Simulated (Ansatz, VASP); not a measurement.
One calculation of SnSe, two programs

The input INCAR:

```
SYSTEM = SnSe
PREC     = Accurate       ! precision mode
ENCUT    = 520            ! plane-wave cutoff, eV
EDIFF    = 1E-6           ! SCF threshold, eV
ISMEAR   = -1             ! smearing method
SIGMA    = 0.05           ! smearing width, eV
LREAL    = .False.        ! projectors in reciprocal space
LASPH    = .True.         ! aspherical terms in the spheres
NELM     = 80             ! most SCF steps
ALGO     = Normal         ! electronic algorithm
ISIF     = 2              ! what is computed and relaxed
LWAVE    = .False.        ! write WAVECAR
LCHARG   = .True.         ! write CHGCAR
GGA      = CA             ! functional
LELF     = .True.         ! ELF
LVHAR    = .True.       
NBANDS   = 17             ! bands
```

KPOINTS

```
Automatic mesh
0
Gamma
  14 14 14
  0 0 0
```

Contents of POSCAR:

```
SnSe
1.0
    0.0000000000      2.5409722887      2.5409722887
    2.5409722887      0.0000000000      2.5409722887
    2.5409722887      2.5409722887      0.0000000000
Sn Se
1 1
Direct
    0.0000000000      0.0000000000      0.0000000000
    0.5000000000      0.5000000000      0.5000000000
```

Input for Ansatz:

```yaml
crystal:
  lattice:
    - [0.0, 2.5409722887, 2.5409722887]
    - [2.5409722887, 0.0, 2.5409722887]
    - [2.5409722887, 2.5409722887, 0.0]
  atoms:
    - { symbol: Sn, position: [0.0, 0.0, 0.0] }
    - { symbol: Se, position: [0.5, 0.5, 0.5] }
kpoints:
  mp_grid: { grid: [14, 14, 14] }
scf:
  occupations: { method: fermi_dirac, width: 0.05 }
hamiltonian:
  xc: lda
  pseudopotentials: { kind: paw }
output:
  forces: true
  stress: true
  eigenvalues: true
  populations: true
  write_density: true
  write_potential: true
  elf: true
  volumetric_format: npy
```

Change from the starting cell: volume scaled by 0.64, PAW files.

Alike in both runs: task single point; functional LDA; k mesh 14 × 14 × 14; occupations fermi-dirac, width 0.05 eV; no spin polarisation.

```csv
,VASP,Ansatz
version,VASP 6.6.1,Ansatz 0.2.0
potentials or method,"VASP PAW LDA potentials, release 64 (Sn_d, Se)","PAW with Ansatz's default frozen-core files, scalar-relativistic"
plane-wave cutoff (eV),520,420
valence electrons in the cell,20,30
```

Ansatz gave:

- pressure (GPa): 69.4

Which values does VASP return?

Pressure (GPa): 70.2.

The two sets of potentials don't hold the same shells in valence.

Caveats: the cell as given lies far from equilibrium; so large a pressure means that the cell lies far from this level's equilibrium, or that cutoff or potentials fall short (VASP).
